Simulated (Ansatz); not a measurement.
# GaN under changes of volume

One of the cells (11.310 Å³/atom); the others are scaled copies at fixed shape and fractional positions:

```
Ga N
1.0
     3.18000    0.00000    0.00000
    -1.59000    2.75396    0.00000
     0.00000    0.00000    5.16600
Ga N
2 2
Direct
  0.66667 0.33333 0.50000
  0.33333 0.66667 0.00000
  0.66667 0.33333 0.87500
  0.33333 0.66667 0.37500
```

| Quantity | Value |
| --- | --- |
| Program | Ansatz 0.2.0 |
| Functional | r2SCAN |
| Dispersion | rVV10 |
| Potentials or basis | Ansatz PAW |
| Cutoff | 500 eV (not typed: the program's choice for these potentials) |
| k mesh | 10 × 10 × 5 |
| Occupations | fermi-dirac, width 0.05 eV |
| Spin | no spin polarisation |

```csv
volume (Å³/atom),energy over the lowest point (meV/atom),pressure (GPa),gap on the mesh (eV),largest force (eV/Å)
10.632,?,?,?,?
10.858,11.63,8.7,2.63,0.153
11.084,2.67,4.0,2.49,0.146
11.310,0.00,-0.2,2.34,0.140
11.537,2.97,-4.0,2.21,0.134
11.763,11.01,-7.4,2.07,0.129
11.989,23.63,-10.4,1.94,0.123
```

Question: What does the run at 10.632 Å³/atom give?

Answer: Energy over the lowest point 27.57 meV/atom; pressure 13.9 GPa; gap on the mesh 2.78 eV; largest force 0.159 eV/Å.

Worked out: A Birch-Murnaghan fit of order 3 (a polynomial in V^(-2/3)) to the other rows has its minimum at 11.30 Å³/atom with B0 = V·E''(V) = 200 GPa and B' = 4.3 at fixed shape and positions, which overstates the stiffness. It gives 27.54 meV/atom at 10.632 Å³/atom, against the run's 27.57, and -dE/dV = 13.9 GPa, against 13.9. A straight line through the other rows of the gap, of slope -6.98 eV per unit of ln V (its deformation potential), extrapolates to 2.78 eV, against the run's 2.78.

Energies are extrapolated to zero smearing.

Caveats: odd divisions of the mesh miss points on the zone boundary, where band edges often lie, so the gap on the mesh can be too wide; the PAW data sets come from PBE, with cores solved anew for the run's functional, which leaves a small shift of forces and pressure.

Spin-orbit coupling on Ga is left out.
